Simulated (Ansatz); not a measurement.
Au under changes of volume

One of the cells (17.651 Å³/atom); the others are scaled copies at fixed shape and fractional positions:

```
Au
1.0
     1.41131   -2.55593    0.00000
     1.41131    2.55593    0.00000
     0.00000    0.00000    4.89317
Au
2
Direct
  0.33467 0.66533 0.25000
  0.66533 0.33467 0.75000
```

This isn't the form of Au at room conditions, which is fcc.

| Item | Value |
| --- | --- |
| Program | Ansatz 0.2.0 |
| Functional | PBEsol |
| Potentials or basis | Ansatz PAW |
| Cutoff | 420 eV (not typed: the program's choice for these potentials) |
| k mesh | 11 × 11 × 6 |
| Occupations | fermi-dirac, width 0.05 eV |
| Spin | no spin polarisation |

| volume (Å³/atom) | energy over the lowest point (meV/atom) | pressure (GPa) | largest force (eV/Å) |
| --- | --- | --- | --- |
| 16.592 | ? | ? | ? |
| 16.945 | 0.00 | 1.3 | 0.035 |
| 17.298 | 1.15 | -2.2 | 0.028 |
| 17.651 | 9.46 | -5.2 | 0.021 |
| 18.004 | 23.97 | -7.9 | 0.014 |
| 18.357 | 43.87 | -10.1 | 0.006 |
| 18.710 | 68.41 | -12.1 | 0.000 |

Question: What does the run at 16.592 Å³/atom give?

Answer: Energy over the lowest point 7.10 meV/atom; pressure 5.3 GPa; largest force 0.043 eV/Å.

Worked out: A Birch-Murnaghan fit of order 3 (a polynomial in V^(-2/3)) to the other rows has its minimum at 17.07 Å³/atom with B0 = V·E''(V) = 172 GPa and B' = 5.8 at fixed shape and positions, which overstates the stiffness. It gives 7.09 meV/atom at 16.592 Å³/atom, against the run's 7.10, and -dE/dV = 5.3 GPa, against 5.3.

Energies are extrapolated to zero smearing.

Caveats: the PAW data sets come from PBE, with cores solved anew for the run's functional, which leaves a small shift of forces and pressure.
